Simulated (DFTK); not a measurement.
Crystal: Hf.

```
CELL_PARAMETERS angstrom
-1.80500 1.80500 1.80500
1.80500 -1.80500 1.80500
1.80500 1.80500 -1.80500
ATOMIC_POSITIONS crystal
Hf 0.00000 0.00000 0.00000
```

This isn't the form of Hf at room conditions, which is hcp.

Base run:

| Quantity | Value |
| --- | --- |
| Program | DFTK 0.8.2 |
| Functional | TM |
| Potentials or basis | in-house norm-conserving set (r2SCAN, scalar relativistic) |
| Cutoff | 1225 eV |
| k mesh | 8 × 8 × 8 |
| Occupations | fermi-dirac, width 0.05 eV |
| Spin | no spin polarisation |

Its results: band gap on the k mesh none (metal or under the smearing width); pressure -9.3 GPa.

Q: After a change of settings the same cell gave: band gap on the k mesh none (metal or under the smearing width); pressure -15.3 GPa. Which change was it?
A. functional from TM to TASK; k mesh from 8 × 8 × 8 to 7 × 7 × 7
B. functional from TM to rSCAN; potentials or basis from in-house norm-conserving set (r2SCAN, scalar relativistic) to cp2k.nc.sr.pbe.v0_1.semicore.gth (PBE, GTH); cutoff from 1225 eV to 1932 eV; valence electrons from 26 to 12
C. functional from TM to M06-L; potentials or basis from in-house norm-conserving set (r2SCAN, scalar relativistic) to SG15 1.2 (PBE)
D. functional from TM to r2SCAN; potentials or basis from in-house norm-conserving set (r2SCAN, scalar relativistic) to cp2k.nc.sr.pbe.v0_1.semicore.gth (PBE, GTH); cutoff from 1225 eV to 1932 eV; valence electrons from 26 to 12

A: C.

Caveats: the program warned that the kinetic-energy density falls under its von Weizsäcker bound, which can give unphysical results; the potentials were made for another functional, which shifts forces and pressure; spin-orbit coupling is left out, which moves the levels of the heavy elements; so large a pressure means that the cell lies far from this level's equilibrium, or that cutoff or potentials fall short (some runs).
